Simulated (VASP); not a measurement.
Wanted: the native input for a VASP 6.6.1 run.

* Task: single point
* Functional: PBE
* Potentials or basis: VASP PAW PBE potentials, release 64 (Ru_pv)
* Cutoff: 520 eV
* k mesh: 10 × 10 × 10
* Occupations: fermi-dirac, width 0.03 eV
* Spin: no spin polarisation
* Dipole correction: no
* Further INCAR settings: ALGO = Fast; EDIFF = 1e-06; NBANDS = 21

The structure of Ru lies in POSCAR:

```
Ru
1.0
    0.0000000000      2.7269856412      2.7269856412
    2.7269856412      0.0000000000      2.7269856412
    2.7269856412      2.7269856412      0.0000000000
Ru
2
Direct
    0.0000000000      0.0000000000      0.0000000000
    0.2500000000      0.2500000000      0.2500000000
```

This isn't the form of Ru at room conditions, which is hcp.

The cell isn't the ideal one: cell and atoms relaxed from a first guess.

One way to write it, as run:

INCAR

```
SYSTEM = Ru
PREC     = Accurate       ! precision mode
ENCUT    = 520            ! plane-wave cutoff, eV
EDIFF    = 1E-6           ! SCF threshold, eV
ISMEAR   = -1             ! smearing method
SIGMA    = 0.03           ! smearing width, eV
LREAL    = .FALSE.        ! projectors in reciprocal space
LASPH    = .TRUE.         ! aspherical terms in the spheres
NELM     = 100            ! most SCF steps
ALGO     = Fast           ! electronic algorithm
ISIF     = 2              ! what is computed and relaxed
LWAVE    = .FALSE.        ! write WAVECAR
LCHARG   = .FALSE.        ! write CHGCAR
GGA      = PE             ! functional
NBANDS   = 21             ! bands
```

KPOINTS

```
regular mesh
0
G
  10 10 10
  0 0 0
```

Potentials or basis: VASP PAW PBE potentials, release 64 (Ru_pv).

The run is started by

```bash
$ cat potpaw_PBE.64/Ru_pv/POTCAR > POTCAR
$ mpirun -np 1 vasp_std > vasp.out
```

It gave:

```
Pressure               : 0.2 GPa
Band gap on the k mesh : none (metal or under the smearing width)
```

Run time: 27 s on 1 thread of Intel(R) Xeon(R) Platinum 8488C (Sapphire Rapids), on a shared host, peak memory 0.17 GiB.
